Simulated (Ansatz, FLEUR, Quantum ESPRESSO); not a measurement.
PtAl2: energy against volume and a worked fit

```cif
data_structure
_symmetry_space_group_name_H-M 'Fm-3m'
_symmetry_Int_Tables_number 225
_cell_length_a 5.9100
_cell_length_b 5.9100
_cell_length_c 5.9100
_cell_angle_alpha 90.000
_cell_angle_beta 90.000
_cell_angle_gamma 90.000
_cell_volume 206.43
loop_
_atom_site_label
_atom_site_type_symbol
_atom_site_symmetry_multiplicity
_atom_site_Wyckoff_symbol
_atom_site_fract_x
_atom_site_fract_y
_atom_site_fract_z
_atom_site_occupancy
Pt1 Pt 4 a 0.00000 0.00000 0.00000 1
Al1 Al 8 c 0.25000 0.25000 0.75000 1
```

The cell was scaled at fixed shape and fractions and run with Ansatz, Ansatz PAW (earlier soft set), cutoff 420 eV; PBE, k mesh 8 × 8 × 8 on the cell of 3 atoms, fermi-dirac occupations of 0.05 eV, no spin polarisation, no spin-orbit coupling. Energies are those that the program minimises, any entropy of the smearing included. For a metal such a mesh isn't converged to the digits shown.

| V (Å³/atom) | energy over the lowest row (meV/atom) |
| --- | --- |
| 16.1700 | 48.27 |
| 16.5140 | 25.76 |
| 16.8580 | 10.70 |
| 17.2021 | ? |
| 17.5461 | 0.00 |
| 17.8902 | 3.07 |
| 18.2342 | 10.99 |

Fit the third-order Birch-Murnaghan form, give V0, B0 and B′, and predict the energy left open.

With y = (V0/V)^(2/3), E = E0 + (9 V0 B0/16) [(y - 1)³ B′ + (y - 1)² (6 - 4y)]. Least squares through the rows shown give V0 = 17.5171 Å³/atom, E0 = -0.02 meV, B0 = 129.2 GPa (1 eV/Å³ = 160.218 GPa) and B′ = 4.43, with a largest miss of 0.01 meV. At V = 17.2021 the form with these constants gives 2.34 meV; the run gave 2.35 meV an atom. Other set-ups at this level, from all their volumes (Å³/atom, GPa): FLEUR, all-electron, FLAPW: V0 17.528, B0 128.7; Ansatz, all-electron LAPW, scalar-relativistic: V0 17.523, B0 128.8; Quantum ESPRESSO, SSSP 1.3 efficiency PBE: V0 17.513, B0 129.6.

The open point lies between computed volumes, so the near-exact prediction shows that the curve is smooth there, but it tests B′ only weakly. The positive B′ reflects the steeper compressed side, where Pauli repulsion and kinetic energy rise faster than the bonding gained from closer contact. The stiffness lies between that of soft aluminium and that of much stiffer platinum, as expected when Pt 5d states hybridise with Al s and p states but the lattice is diluted with a simple metal.

The fitted minimum lies at a larger volume than the listed cell, whose edge is close to the measured one. This is probably the usual PBE underbinding of 5d metals and their compounds, since the all-electron volumes are almost the same and leave little room for a pseudisation error. That agreement supports the numerical treatment of the equation of state, not the accuracy of the functional. Uniform scaling says nothing about resistance to shear.
